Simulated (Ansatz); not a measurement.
SiC (P6_3mc), clamped-ion strain scan

Level of theory: Ansatz 0.2.0, DFT r2SCAN, scalar-relativistic, plane waves, PAW. Cutoff 500 eV, Γ-centred 12×12×6 k-points, Gaussian smearing of 0.05 eV. No spin polarisation. Energies are free energies at this smearing, counted from the undisturbed cell; pressure is positive in compression.

Reference structure (relaxed at this level):

```yaml
crystal:
  lattice:
    - [3.07520, 0.00000, 0.00000]
    - [-1.53760, 2.66320, 0.00000]
    - [0.00000, 0.00000, 5.04817]
  atoms:
    - { symbol: Si, position: [0.33333, 0.66667, 0.00460] }
    - { symbol: Si, position: [0.66667, 0.33333, 0.50460] }
    - { symbol: C, position: [0.33333, 0.66667, 0.38040] }
    - { symbol: C, position: [0.66667, 0.33333, 0.88040] }
```

The cell is strained by ε times the Voigt pattern (0, 0, 0, 0, 1, 0) (xx, yy, zz, yz, xz, xy; engineering shear) with fractional coordinates fixed.

| ε | ΔE (meV/atom) | stress summed along the pattern (GPa, tension positive) | pressure (GPa) | gap on the mesh (eV) |
| --- | --- | --- | --- | --- |
| -0.0200 | 2.3 | -3.53 | 0.1 | 2.62 |
| -0.0100 | 0.6 | -1.77 | 0.0 | 2.64 |
| 0.0000 | 0.0 | 0.00 | 0.0 | 2.65 |
| 0.0050 | 0.1 | 0.88 | 0.0 | ? |
| 0.0150 | 1.3 | 2.65 | 0.0 | 2.63 |
| 0.0175 | 1.7 | 3.09 | 0.0 | 2.63 |

By symmetry 0.0200 repeats -0.0200, -0.0150 repeats 0.0150, 0.0100 repeats -0.0100, -0.0050 repeats 0.0050 in energy, with the opposite slope along the path.

(1) Give the withheld values.

## Answers

(1) gap on the mesh (eV) at ε = 0.0050: 2.65.